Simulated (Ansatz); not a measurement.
# InAs (F-43m) in Ansatz: a series of runs

One crystal, InAs, is run at these levels: PBE, BLYP+D4, RPBE+D4, PBEsol+D4; tasks: single point, relaxation of cell and atoms.

Everything below comes from runs of Ansatz 0.2.0. Logs are shortened: lines on timing, memory, paths and dates and some standing lists are left out, and cuts for length are marked.

**Measured values to compare with.**

From a printed reference work, data compilation, for a bulk crystal of InAs at 4.2 K: band gap 0.418 eV (direct).

How close the calculation comes is told below.

## 1. The structure

The structure is cubic, space group F-43m (No. 216). Conventional cell: a = 6.036 Å, b = 6.036 Å, c = 6.036 Å, α = 90.00°, β = 90.00°, γ = 90.00°. In (site symmetry -43m) has 4 As at 2.61 Å as nearest neighbours. Around As (site symmetry -43m) lie 4 In at 2.61 Å.

## 2. Single point, PBE

input.yaml reads:

```yaml
crystal:
  lattice:
    - [0.0, 3.018, 3.018]
    - [3.018, 0.0, 3.018]
    - [3.018, 3.018, 0.0]
  atoms:
    - { symbol: In, position: [0.0, 0.0, 0.0] }
    - { symbol: As, position: [0.75, 0.75, 0.75] }
kpoints:
  mp_grid: { grid: [8, 8, 8] }
scf:
  occupations: { method: gaussian, width: 0.015 }
hamiltonian:
  xc: pbe
  pseudopotentials: { kind: all_electron, lapw: { basis_error: 0.001 } }
output:
  forces: true
  stress: true
  eigenvalues: true
```

Potentials or basis: all-electron LAPW, scalar-relativistic.

Started as:

```bash
$ ansatz run input.yaml --threads 1 --pin off --max-ram 3072MiB --backend cpu --events-out ev --progress --plain --runs-dir out
```

The log of the run:

```text
Warning: RAYON_NUM_THREADS=1 ignored (pool sized by the plan → 1); use --threads N
LAPW: plane waves up to 8.619 Å⁻¹, error target 1.0e-3 eV per atom; small_component_spin mean_spin; As in spheres of 1.266 Å, 23 of its electrons in bands, Dirac shells []; In in spheres of 1.348 Å, 21 of its electrons in bands, Dirac shells [] (how accurate: hamiltonian.pseudopotentials.lapw.basis_error, Limitations)
Engine: ansatz 0.2.0, aarch64-unknown-linux-gnu
Pseudopotentials: kind: all_electron
Pseudopotential: In, LAPW, valence charge 21, lapw/all_electron/scalar/gaussian/In, Koelling and Harmon's equation, gaussian nucleus
Pseudopotential: As, LAPW, valence charge 23, lapw/all_electron/scalar/gaussian/As, Koelling and Harmon's equation, gaussian nucleus
Functional definition: PBE
  parameter kappa = 0.804
  parameter beta = 0.06672455060314922
  exchange = pbe_x(kappa = kappa, mu = beta*pi^2/3)
  correlation = pbe_c(beta = beta)
Crystal: 2 atoms, lattice volume = 54.978 Å³
Basis set: ecut = 283.0201242672384 eV, 609 PW (Γ), exchange–correlation at level 2
Bands: 27, of which v1, the nominal top of the filled ones, is band 22 counted from 1 (21 counted from 0)
Symmetry: 24 space group operations
Space group: F-43m (ITA 216), of the structure as read, at distance tolerance 3.8e-5 Å
k-points: 29 of 512 (time reversal used)
Non-local potential: In, projectors of the file, none
Non-local potential: As, projectors of the file, none
Initial density: superposition of atomic densities (chi_scale 0.1, normalization cell, long waves kept (reshape's long-wave potential 0.00 eV rms))
Initial wavefunctions: plane waves of lowest kinetic energy (no species holds an atomic orbital)
Functional: x = pbe(κ = 0.804, μ = 0.2195149727645171), c = pbe(β = 0.06672455060314922)
iter 1 solved again at ethr=2.01e-3 eV; its pass at ethr=1.00e-1 eV (dr2=8.83e-1 eV) is discarded
SCF iter   1: F=—  HF=-221570.600789 eV  |F-HF|=—  |Δ(HF+E_count)|=         —  Δρ=2.93e-2  dr2=8.85e-1  ethr=2.01e-3  ⟨swp⟩=2.0  Hψ=4983  notcnv=0
preconditioner: auto → none  [insulator: Δε(μ)=0.159 eV  Ē_g=15.129 eV  σ=0.015 eV  W_gap=1.00  n_scr=14 (ndim 8)  ℏωp=21.2 eV  f_vac=0.128  D(μ)=0.00/eV (n_scr^D=0)  ε∞_Penn≈3.0]
iter 2 solved again at ethr=9.80e-5 eV; its pass at ethr=2.01e-3 eV (dr2=4.31e-2 eV) is discarded
SCF iter   2: F=—  HF=-221570.344770 eV  |F-HF|=—  |Δ(HF+E_count)|=   2.56e-1  Δρ=9.20e-3  dr2=4.31e-2  ethr=9.80e-5  ⟨swp⟩=2.0  Hψ=4093  notcnv=0
SCF iter   3: F=—  HF=-221570.329170 eV  |F-HF|=—  |Δ(HF+E_count)|=         —  Δρ=4.66e-3  dr2=1.27e-2  ethr=9.80e-5  ⟨swp⟩=2.0  Hψ=2331  notcnv=0
the basis was enlarged: its passes take 153.8 KiB over the memory plan, 1 of 1 planned eigensolver slots
SCF iter   4: F=—  HF=-221570.329309 eV  |F-HF|=—  |Δ(HF+E_count)|=   1.39e-4  Δρ=1.72e-3  dr2=1.87e-3  ethr=2.88e-5  ⟨swp⟩=2.0  Hψ=2325  notcnv=0
SCF iter   5: F=—  HF=-221570.329242 eV  |F-HF|=—  |Δ(HF+E_count)|=   6.67e-5  Δρ=3.15e-4  dr2=7.13e-5  ethr=4.26e-6  ⟨swp⟩=2.0  Hψ=2288  notcnv=0
SCF iter   6: F=—  HF=-221570.329278 eV  |F-HF|=—  |Δ(HF+E_count)|=   3.60e-5  Δρ=5.81e-5  dr2=1.63e-6  ethr=1.62e-7  ⟨swp⟩=3.0  Hψ=2259  notcnv=0
SCF iter   7: F=-221570.329282 eV  HF=-221570.329282 eV  |F-HF|=1.31e-7  |Δ(HF+E_count)|=   3.62e-6  Δρ=9.75e-6  dr2=5.72e-8  ethr=3.69e-9  ⟨swp⟩=3.0  Hψ=2301  notcnv=0
SCF 1 converged in 7 iterations: F = -221570.329282 eV  dr2 = 5.72e-8
SCF converged after 7 iterations
Free energy (F): -221570.329282 eV
Harris-Foulkes:  -221570.329282 eV  (|F-HF|=1.31e-7)
Internal energy: -221570.329237 eV  (E = F + TS)
E sigma→0 (E₀):  -221570.329259 eV
Entropy (-TS):   -0.000045 eV (-0.023 meV/atom)
Fermi energy:    9.748853 eV
--- Per-component energies (eV) ---
  E_band       = -1912.397763
  E_kinetic    = 230887.849302
  E_xc         = -6636.097039
  E_electrostatic = -445822.081500  (all electrons and nuclei)
  E_smearing   = -0.000045  (= −TS)
  E_closure    = 0.000000  (closes the sum)
  E_atoms      = -221562.685075  (free atoms, spherical and without spin; not in F)
  Σ components = -221570.329282   (vs F -221570.329282, Δ=0.00e0)
  Basis errors (estimates in eV, not in F): energy 4.4e-4 per atom: plane waves 4.0e-4 (2.4e-4 summed), levels above the bands 0.0e0, relativity 5.6e-8, radial functions 4.1e-5, core shells 4.0e-7; eigenvalues (radial functions only) 1.2e-6; not estimated: angular momenta, meshes, grids; target (lapw.basis_error) 1.0e-3; muffin-tin radii As 1.266 Å, In 1.348 Å
--- Forces (eV/Å), atoms counted from 1 ---
  atom   1  In     0.00000000    -0.00000000     0.00000000
  atom   2  As    -0.00000000     0.00000000    -0.00000000
  max |Σ_I F_I| component: 3.70e-17 eV/Å
--- Stress (GPa, compression-positive) ---
        4.303532      -0.000000      -0.000000
       -0.000000       4.303532       0.000000
       -0.000000       0.000000       4.303532
  P = ⅓ Tr σ = 4.3035 GPa (43.035 kbar)
--- Band table (eV; the first three rows and the last of 29) ---
  k-point 0: bands = ["-174.8222", "-118.1940", "-118.1940", "-118.1940", "-105.4607", "-63.9469", "-63.9469", "-63.9469", "-25.2398", "-25.2398", "-25.2398", "-25.2319", "-25.2319", "-4.6576", "-4.6576", "-4.6576", "-4.5297", "-4.5297", "-2.1538", "9.5751", "9.7443", "9.7443", "9.7443", "13.6654", "13.6654", "13.6654", "17.2850"]
  k-point 1: bands = ["-174.8222", "-118.1940", "-118.1940", "-118.1940", "-105.4607", "-63.9469", "-63.9469", "-63.9469", "-25.2398", "-25.2397", "-25.2397", "-25.2319", "-25.2319", "-4.6782", "-4.6516", "-4.6516", "-4.5299", "-4.5299", "-1.9907", "7.8653", "9.5510", "9.5510", "10.8649", "13.8207", "13.9473", "13.9473", "18.1182"]
  k-point 2: bands = ["-174.8222", "-118.1940", "-118.1940", "-118.1940", "-105.4607", "-63.9469", "-63.9469", "-63.9469", "-25.2398", "-25.2396", "-25.2396", "-25.2318", "-25.2318", "-4.7247", "-4.6387", "-4.6387", "-4.5286", "-4.5286", "-1.5444", "6.0418", "9.1701", "9.1701", "11.0080", "14.3824", "14.3824", "14.9268", "18.1288"]
  k-point 28: bands = ["-174.8222", "-118.1940", "-118.1940", "-118.1940", "-105.4607", "-63.9470", "-63.9469", "-63.9469", "-25.2397", "-25.2397", "-25.2392", "-25.2318", "-25.2316", "-4.8204", "-4.6061", "-4.5819", "-4.5455", "-4.5216", "-0.0710", "4.0358", "6.7754", "6.8574", "13.9835", "14.0427", "14.7670", "15.8394", "19.6164"]
```

Run time: 16 s. Hardware: 1 thread of Arm Neoverse V1, shared host; peak memory 0.3 GiB.

Results:

* Free energy: -221570.3293 eV
* Pressure: 4.3 GPa
* Band gap on the k mesh: none (metal or under the smearing width)

Levels at points of the mesh, in eV from the Fermi level:
```tsv
k point	band 18	band 19	band 20	band 21	band 22	band 23	band 24	band 25	band 26	band 27
(0.00, 0.00, 0.00)	-14.28	-11.90	-0.17	0.00	0.00	0.00	3.92	3.92	3.92	7.54
(0.00, 0.00, -0.50)	-14.27	-10.42	-5.79	-1.00	-1.00	0.97	4.69	4.69	6.86	9.07
(0.00, -0.50, -0.50)	-14.26	-9.87	-5.86	-2.34	-2.34	1.54	2.07	9.21	9.31	9.31
```

Caveat: this crystal is a semiconductor, whose small gap the functional closes, so the metal is an error of the method.

## 3. Relaxation of cell and atoms, BLYP+D4

input.yaml, as its differences from that of step 2:

```diff
@@ -11,5 +11,6 @@
 scf:
-  occupations: { method: gaussian, width: 0.015 }
+  occupations: { method: fermi_dirac, width: 0.05 }
 hamiltonian:
-  xc: pbe
+  xc: blyp
+  dispersion: d4
   pseudopotentials: { kind: all_electron, lapw: { basis_error: 0.001 } }
@@ -18,2 +19,5 @@
   stress: true
-  eigenvalues: true
+relax:
+  f_tol: 0.01
+  max_steps: 60
+  cell: {}
```

Potentials or basis: all-electron LAPW, scalar-relativistic.

Started as:

```bash
$ ansatz run input.yaml --threads 1 --pin off --max-ram 3072MiB --backend cpu --events-out ev --progress --plain --runs-dir out
```

Run time: 50 s. Hardware: 1 thread of Arm Neoverse V1, shared host; peak memory 0.33 GiB.

Results (log left out):

| Property | Result |
| --- | --- |
| Free energy | -221598.2918 eV |
| Relaxed volume | 29.07 Å³/atom |
| Relaxed cell | a = 4.348 Å, b = 4.348 Å, c = 4.348 Å, α = 60.00°, β = 60.00°, γ = 60.00° |
| Space group after relaxing (to 0.05 Å) | F-43m (No. 216) |
| Energy gained by relaxing | 15.0 meV/atom |
| Ionic steps | 5 |
| Pressure after relaxing | 0.0 GPa |

Step by step:
```tsv
step	energy change (eV)	largest force (eV/Å)	volume (Å³)
1	0.0000	0.0000	54.98
2	-0.0278	0.0000	59.06
3	-0.0300	0.0000	58.23
4	-0.0300	0.0000	58.14
5	-0.0300	0.0000	58.14
```

Final structure:
```cif
data_structure
_symmetry_space_group_name_H-M 'P 1'
_symmetry_Int_Tables_number 1
_cell_length_a 4.3485
_cell_length_b 4.3485
_cell_length_c 4.3485
_cell_angle_alpha 60.000
_cell_angle_beta 60.000
_cell_angle_gamma 60.000
_cell_volume 58.14
loop_
_atom_site_label
_atom_site_type_symbol
_atom_site_fract_x
_atom_site_fract_y
_atom_site_fract_z
_atom_site_occupancy
In1 In 0.00000 0.00000 0.00000 1
As1 As 0.75000 0.75000 0.75000 1
```

Zero-point motion and thermal expansion aren't in these numbers.

## 4. Relaxation of cell and atoms, RPBE+D4

input.yaml, as its differences from that of step 3:

```diff
@@ -13,3 +13,3 @@
 hamiltonian:
-  xc: blyp
+  xc: rpbe
   dispersion: d4
@@ -20,3 +20,3 @@
 relax:
-  f_tol: 0.01
+  f_tol: 0.005
   max_steps: 60
```

Started as:

```bash
$ ansatz run input.yaml --threads 1 --pin off --max-ram 3072MiB --backend cpu --events-out ev --progress --plain --runs-dir out
```

Wall time 44 s (1 thread of Arm Neoverse V1, shared host); peak memory 0.33 GiB.

The run converged. Its results:

```
Free energy                            : -221585.8510 eV
Relaxed volume                         : 28.44 Å³/atom
Relaxed cell                           : a = 4.317 Å, b = 4.317 Å, c = 4.317 Å, α = 60.00°, β = 60.00°, γ = 60.00°
Space group after relaxing (to 0.05 Å) : F-43m (No. 216)
Energy gained by relaxing              : 5.4 meV/atom
Ionic steps                            : 4
Pressure after relaxing                : 0.0 GPa
```

The path:
```
step  energy change (eV)  largest force (eV/Å)  volume (Å³)
   1              0.0000                0.0000        54.98
   2             -0.0100                0.0000        57.40
   3             -0.0109                0.0000        56.88
   4             -0.0109                0.0000        56.88
```

Final structure:
```
In As
1.0
     0.00000    3.05240    3.05240
     3.05240    0.00000    3.05240
     3.05240    3.05240    0.00000
In As
1 1
Direct
  0.00000 0.00000 0.00000
  0.75000 0.75000 0.75000
```

## 5. Relaxation of cell and atoms, PBEsol+D4

input.yaml, as its differences from that of step 4:

```diff
@@ -13,3 +13,3 @@
 hamiltonian:
-  xc: rpbe
+  xc: pbesol
   dispersion: d4
```

Started as:

```bash
$ ansatz run input.yaml --threads 1 --pin off --max-ram 3072MiB --backend cpu --events-out ev --progress --plain --runs-dir out
```

It took 39 s on 1 thread of Arm Neoverse V1, shared host; peak memory 0.33 GiB.

Results (log left out):

- Free energy: -221455.1845 eV
- Relaxed volume: 27.68 Å³/atom
- Relaxed cell: a = 4.278 Å, b = 4.278 Å, c = 4.278 Å, α = 60.00°, β = 60.00°, γ = 60.00°
- Space group after relaxing (to 0.05 Å): F-43m (No. 216)
- Energy gained by relaxing: 0.2 meV/atom
- Ionic steps: 4
- Pressure after relaxing: 0.0 GPa

The path:
| step | energy change (eV) | largest force (eV/Å) | volume (Å³) |
| --- | --- | --- | --- |
| 1 | 0.0000 | 0.0000 | 54.98 |
| 2 | -0.0004 | 0.0000 | 55.48 |
| 3 | -0.0005 | 0.0000 | 55.35 |
| 4 | -0.0005 | 0.0000 | 55.35 |

Final structure:
```cif
data_structure
_symmetry_space_group_name_H-M 'P 1'
_symmetry_Int_Tables_number 1
_cell_length_a 4.2778
_cell_length_b 4.2778
_cell_length_c 4.2778
_cell_angle_alpha 60.000
_cell_angle_beta 60.000
_cell_angle_gamma 60.000
_cell_volume 55.35
loop_
_atom_site_label
_atom_site_type_symbol
_atom_site_fract_x
_atom_site_fract_y
_atom_site_fract_z
_atom_site_occupancy
In1 In 0.00000 0.00000 0.00000 1
As1 As 0.75000 0.75000 0.75000 1
```

## 6. The runs side by side

```csv
task,level,cell,cutoff (eV),smearing,pressure (GPa),relaxed volume (Å³/atom)
single point,PBE,as given,283,gaussian 0.015 eV,4.3,-
relaxation of cell and atoms,BLYP+D4,relaxed,-,fermi-dirac 0.05 eV,0.0,29.07
relaxation of cell and atoms,RPBE+D4,relaxed,-,fermi-dirac 0.05 eV,0.0,28.44
relaxation of cell and atoms,PBEsol+D4,relaxed,-,fermi-dirac 0.05 eV,0.0,27.68
```

Alike in all rows: potentials or basis all-electron LAPW, scalar-relativistic; no spin polarisation; k mesh 8 × 8 × 8; basis error allowed 0.001 eV/atom.

Caveats: this crystal is a semiconductor, whose small gap the functional closes, so the metal is an error of the method (some runs).

Compare energies only between runs with the same functional and basis.

## 7. How close it comes

Step 2. A measured gap of InAs is 0.418 eV (direct; 4.2 K; a printed reference work, data compilation); the calculated 0.00 eV misses it by -0.42 eV. Spin-orbit coupling on As, In is left out. The value is that of PBE on a finite k mesh, which can miss the band edges, without temperature or zero-point motion. Semilocal functionals fall short of measured gaps as a rule.
